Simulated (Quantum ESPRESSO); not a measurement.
# BN (P6_3mc) in Quantum ESPRESSO: notebook, part 2 of 3

Quantum ESPRESSO 7.5.

### 3 Phonons, PBE

File pw.in:

```
&CONTROL
  calculation = 'scf'
  prefix = 'pwscf'
  outdir = './tmp'
  pseudo_dir = './pseudo'
  tprnfor = .true.
  tstress = .true.
  disk_io = 'low'
/
&SYSTEM
  ibrav = 0
  celldm(1) = 8
  nat = 4
  ntyp = 2
  ecutwfc = 52
  ecutrho = 312
  nbnd = 14
  occupations = 'smearing'
  smearing = 'fd'
  degauss = 0.00367493
/
&ELECTRONS
  conv_thr = 8d-10
  electron_maxstep = 120
  mixing_beta = 0.5
/
ATOMIC_SPECIES
N     14.0070 N.GGA_PBE-JTH.UPF
B     10.8100 B.GGA_PBE-JTH.UPF
CELL_PARAMETERS alat
  0.6032807982561   0.0000000000000   0.0000000000000
 -0.3016403991399   0.5224564969044   0.0000000000000
  0.0000000000000   0.0000000000000   0.9984497898131
ATOMIC_POSITIONS crystal
N      0.3333333333    0.6666666667    0.1252760000
N      0.6666666667    0.3333333333    0.6252760000
B      0.3333333333    0.6666666667    0.4997240000
B      0.6666666667    0.3333333333    0.9997240000
K_POINTS automatic
8 8 4 0 0 1
```

File relax.in:

```
&CONTROL
  calculation = 'relax'
  prefix = 'pwscf'
  outdir = './tmp'
  pseudo_dir = './pseudo'
  tprnfor = .true.
  tstress = .true.
  disk_io = 'low'
  nstep = 40
  forc_conv_thr = 0.0001
  etot_conv_thr = 1d-06
/
&SYSTEM
  ibrav = 0
  celldm(1) = 8
  nat = 4
  ntyp = 2
  ecutwfc = 52
  ecutrho = 312
  nbnd = 14
  occupations = 'smearing'
  smearing = 'fd'
  degauss = 0.00367493
/
&ELECTRONS
  conv_thr = 8d-10
  electron_maxstep = 120
  mixing_beta = 0.5
/
&IONS
  ion_dynamics = 'bfgs'
/
ATOMIC_SPECIES
N     14.0070 N.GGA_PBE-JTH.UPF
B     10.8100 B.GGA_PBE-JTH.UPF
CELL_PARAMETERS alat
  0.6032807982561   0.0000000000000   0.0000000000000
 -0.3016403991399   0.5224564969044   0.0000000000000
  0.0000000000000   0.0000000000000   0.9984497898131
ATOMIC_POSITIONS crystal
N      0.3333333333    0.6666666667    0.1252760000
N      0.6666666667    0.3333333333    0.6252760000
B      0.3333333333    0.6666666667    0.4997240000
B      0.6666666667    0.3333333333    0.9997240000
K_POINTS automatic
8 8 4 0 0 1
```

File scf2.in:

```
&CONTROL
  calculation = 'scf'
  prefix = 'pwscf'
  outdir = './tmp'
  pseudo_dir = './pseudo'
  tprnfor = .true.
  tstress = .true.
  disk_io = 'low'
/
&SYSTEM
  ibrav = 0
  celldm(1) = 8
  nat = 4
  ntyp = 2
  ecutwfc = 52
  ecutrho = 312
  nbnd = 14
  occupations = 'fixed'
/
&ELECTRONS
  conv_thr = 1d-13
  electron_maxstep = 120
  mixing_beta = 0.5
  startingpot = 'file'
  startingwfc = 'file'
/
ATOMIC_SPECIES
N     14.0070 N.GGA_PBE-JTH.UPF
B     10.8100 B.GGA_PBE-JTH.UPF
CELL_PARAMETERS alat
  0.6032807982557   0.0000000000068   0.0000000000000
 -0.3016403991337   0.5224564969013   0.0000000000000
  0.0000000000000   0.0000000000000   0.9984497898131
ATOMIC_POSITIONS crystal
N      0.3333333334    0.6666666668    0.1251997421
N      0.6666666668    0.3333333334    0.6251997421
B      0.3333333334    0.6666666668    0.4998002579
B      0.6666666668    0.3333333334    0.9998002579
K_POINTS automatic
8 8 4 0 0 1
```

File ph.in:

```
phonons of BN
&INPUTPH
  prefix = 'pwscf'
  outdir = './tmp'
  tr2_ph = 1d-18
  fildyn = 'dyn'
  niter_ph = 90
  alpha_mix(1) = 0.7
  epsil = .true.
/
0.0000000000 0.0000000000 0.0000000000
```

File dynmat.in:

```
&INPUT
  fildyn = 'dyn'
  asr = 'crystal'
  lperm = .true.
  filout = 'dynmat.disp'
  fileig = 'dynmat.eig'
/
```

File dynmat_lo.in:

```
&INPUT
  fildyn = 'dyn'
  asr = 'crystal'
  filout = 'dynmat_lo.disp'
  fileig = 'dynmat_lo.eig'
  q(1) = 0
  q(2) = 0
  q(3) = 1
/
```

Potentials or basis: JTH 2.0 PBE.

Run with:

```sh
$ OMP_NUM_THREADS=1 mpirun -n 4 pw.x -nk 4 -in pw.in > pw.out
$ OMP_NUM_THREADS=1 mpirun -n 4 pw.x -nk 4 -in relax.in > relax.out
$ OMP_NUM_THREADS=1 mpirun -n 4 pw.x -nk 4 -in scf2.in > scf2.out
$ OMP_NUM_THREADS=1 mpirun -n 4 ph.x -nk 4 -in ph.in > ph.out
$ OMP_NUM_THREADS=1 mpirun -n 1 dynmat.x -in dynmat.in > dynmat.out
$ OMP_NUM_THREADS=1 mpirun -n 1 dynmat.x -in dynmat_lo.in > dynmat_lo.out
```

pw.out:

```text
This program is part of the open-source Quantum ESPRESSO suite
     for quantum simulation of materials; please cite
         "P. Giannozzi et al., J. Phys.:Condens. Matter 21 395502 (2009);
         "P. Giannozzi et al., J. Phys.:Condens. Matter 29 465901 (2017);
         "P. Giannozzi et al., J. Chem. Phys. 152 154105 (2020);
     in publications or presentations arising from this work. More details at

     file N.GGA_PBE-JTH.UPF: wavefunction(s)  0S 0P renormalized
     file B.GGA_PBE-JTH.UPF: wavefunction(s)  2S 0S 2P 0P renormalized
     Message from routine setup:
     using ibrav=0 with symmetry is DISCOURAGED, use correct ibrav instead

     K-points division:     npool     =       4
     Subspace diagonalization in iterative solution of the eigenvalue problem:
     a serial algorithm will be used

     G-vector sticks info
     --------------------
     sticks:   dense  smooth     PW     G-vecs:    dense   smooth      PW
     Sum         499     337    109                15099     8125    1425

     Using Slab Decomposition

     bravais-lattice index     =            0
     lattice parameter (alat)  =       8.0000  a.u.
     unit-cell volume          =     161.1261 (a.u.)^3
     number of atoms/cell      =            4
     number of atomic types    =            2
     number of electrons       =        16.00
     number of Kohn-Sham states=           14
     kinetic-energy cutoff     =      52.0000  Ry
     charge density cutoff     =     312.0000  Ry
     scf convergence threshold =      8.0E-10
[... 149 lines left out ...]
     iteration #  9     ecut=    52.00 Ry     beta= 0.50
     Davidson diagonalization with overlap
     ethr =  1.11E-10,  avg # of iterations =  2.0

     End of self-consistent calculation

          k = 0.0000 0.0000 0.1252 (  1027 PWs)   bands (ev):

    -9.0474  -5.3735   0.8209   9.1197   9.1197  10.3606  11.0562  11.0562
    19.5855  19.5855  19.9043  20.5602  21.8843  22.7906
[... 33 lines left out ...]
    -5.6500  -4.6194   2.0898   3.1142   6.1999   7.2272   8.1427   8.2622
    17.7322  18.5050  21.3471  22.4970  23.7271  26.1234

          k = 0.0000-0.9570 0.1252 (  1014 PWs)   bands (ev):

    -5.0357  -3.8401   1.4908   3.0683   4.7394   6.3021   7.1086   8.9094
    17.8737  18.6659  21.9875  22.5595  24.1377  24.4570

          k = 0.0000-0.9570 0.3756 (  1012 PWs)   bands (ev):

    -4.6316  -4.1001   1.0127   1.7015   6.7607   6.9275   7.9482   7.9785
    17.5616  17.9574  21.4457  21.5366  23.9729  26.3104

          k = 0.2072 0.3589 0.1252 (  1030 PWs)   bands (ev):
[... 46 lines left out ...]
    -4.0426  -3.7447   1.9510   2.4280   3.6632   4.8305   7.5573   8.0743
    19.2478  20.7656  20.9912  22.8696  24.9326  24.9931

     the Fermi energy is    13.1762 ev

!    total energy              =     -79.70970224 Ry
     total all-electron energy =       -79.709702 Ry
     estimated scf accuracy    <          1.9E-11 Ry
     smearing contrib. (-TS)   =       0.00000000 Ry
     internal energy E=F+TS    =     -79.70970224 Ry

     The total energy is F=E-TS. E is the sum of the following terms:
     one-electron contribution =       9.47883167 Ry
     hartree contribution      =       7.34577161 Ry
     xc contribution           =     -16.37261865 Ry
     ewald contribution        =     -52.42889415 Ry
     one-center paw contrib.   =     -27.73279272 Ry

     convergence has been achieved in   9 iterations

     Forces acting on atoms (cartesian axes, Ry/au):

     atom    1 type  1   force =     0.00000000    0.00000000   -0.00060912
     atom    2 type  1   force =    -0.00000000   -0.00000000   -0.00060912
     atom    3 type  2   force =     0.00000000    0.00000000    0.00060912
     atom    4 type  2   force =    -0.00000000    0.00000000    0.00060912

     Total force =     0.001218     Total SCF correction =     0.000002

     Computing stress (Cartesian axis) and pressure

          total   stress  (Ry/bohr**3)                   (kbar)     P=       -3.42
  -0.00000694  -0.00000000  -0.00000000           -1.02       -0.00       -0.00
  -0.00000000  -0.00000694  -0.00000000           -0.00       -1.02       -0.00
   0.00000000   0.00000000  -0.00005578            0.00        0.00       -8.21

=------------------------------------------------------------------------------=
   JOB DONE.
=------------------------------------------------------------------------------=
```

scf2.out:

```text
This program is part of the open-source Quantum ESPRESSO suite
     for quantum simulation of materials; please cite
         "P. Giannozzi et al., J. Phys.:Condens. Matter 21 395502 (2009);
         "P. Giannozzi et al., J. Phys.:Condens. Matter 29 465901 (2017);
         "P. Giannozzi et al., J. Chem. Phys. 152 154105 (2020);
[... 295 lines left out ...]
   0.00000000  -0.00000639   0.00000000            0.00       -0.94        0.00
   0.00000000   0.00000000  -0.00005567            0.00        0.00       -8.19

=------------------------------------------------------------------------------=
   JOB DONE.
=------------------------------------------------------------------------------=
```

Run time: 2.5 min. Hardware: 4 MPI ranks of Intel Xeon at 2.50GHz (Skylake/Cascade Lake), shared host; peak memory 0.36 GiB.

What came out:

| Quantity | Value |
| --- | --- |
| Free energy | -1084.5058 eV |
| Pressure after relaxing | -0.3 GPa |
| Electronic dielectric tensor (diagonal) | 4.59, 4.59, 4.74 |
| Born charges (mean of the diagonal) | N -1.88; B +1.88 e |
| Highest phonon frequency at Γ, LO-TO splitting left out | 1110 cm⁻¹ |
| Static dielectric tensor (diagonal) | 6.71, 6.71, 7.28 |

Stress tensor (GPa, compression positive):
```
-0.09  0.00  0.00
 0.00 -0.09  0.00
 0.00  0.00 -0.82
```

Final structure:
```xyz
4
Lattice="2.5539 0.0000 0.0000 -1.2770 2.2118 0.0000 0.0000 0.0000 4.2269" Properties=species:S:1:pos:R:3 pbc="T T T"
N     0.0000    1.4745    0.5292
N     1.2770    0.7373    2.6426
B     0.0000    1.4745    2.1126
B     1.2770    0.7373    4.2260
```

Levels at points of the mesh, in eV from the valence-band top:
| k point | band 6 | band 7 | band 8 | band 9 | band 10 | band 11 |
| --- | --- | --- | --- | --- | --- | --- |
| (0.00, 0.00, 0.12) | -0.69 | 0.00 | 0.00 | 8.53 | 8.53 | 8.85 |

Phonon frequencies in cm⁻¹ (negative: imaginary):
```tsv
q point	frequencies
(0.000, 0.000, 0.000)	-10 -10 27 471 471 942 942 948 1006 1042 1042 1110
```

Electronic dielectric tensor:
```
4.59 0.00 0.00
0.00 4.59 0.00
0.00 0.00 4.74
```

Born effective charge tensors (e):
atom 1, N
```
-1.85  0.00  0.00
 0.00 -1.85  0.00
 0.00  0.00 -1.95
```
atom 2, N
```
-1.85  0.00  0.00
 0.00 -1.85  0.00
 0.00  0.00 -1.95
```
atom 3, B
```
1.85 0.00 0.00
0.00 1.85 0.00
0.00 0.00 1.95
```
atom 4, B
```
1.85 0.00 0.00
0.00 1.85 0.00
0.00 0.00 1.95
```

Optical modes at Γ, degenerate ones joined, polar ones without the macroscopic field:
| cm⁻¹ | components | symmetry | active in | IR intensity, summed ((D/Å)²/amu) |
| --- | --- | --- | --- | --- |
| 471 | 2 | E2 | Raman | 0.00 |
| 942 | 2 | E2 | Raman | 0.00 |
| 948 | 1 | B1 | silent | 0.00 |
| 1007 | 1 | A1 | IR and Raman | 28.71 |
| 1042 | 2 | E1 | IR and Raman | 51.76 |
| 1110 | 1 | B1 | silent | 0.00 |

Zone-centre frequencies without and with the macroscopic field along z (cm⁻¹):
```tsv
	optical modes in rising order
without	471 471 942 942 948 1007 1042 1042 1110
with the field	471 471 942 942 948 1042 1042 1110 1246
```

Static dielectric tensor, electrons and zone-centre modes:
```
6.71 0.00 0.00
0.00 6.71 0.00
0.00 0.00 7.28
```

Caveat: before the sum rule the acoustic modes lie tens of cm⁻¹ from zero, a sign that the density grid also shifts the optical modes.

[end of part 2 of 3]
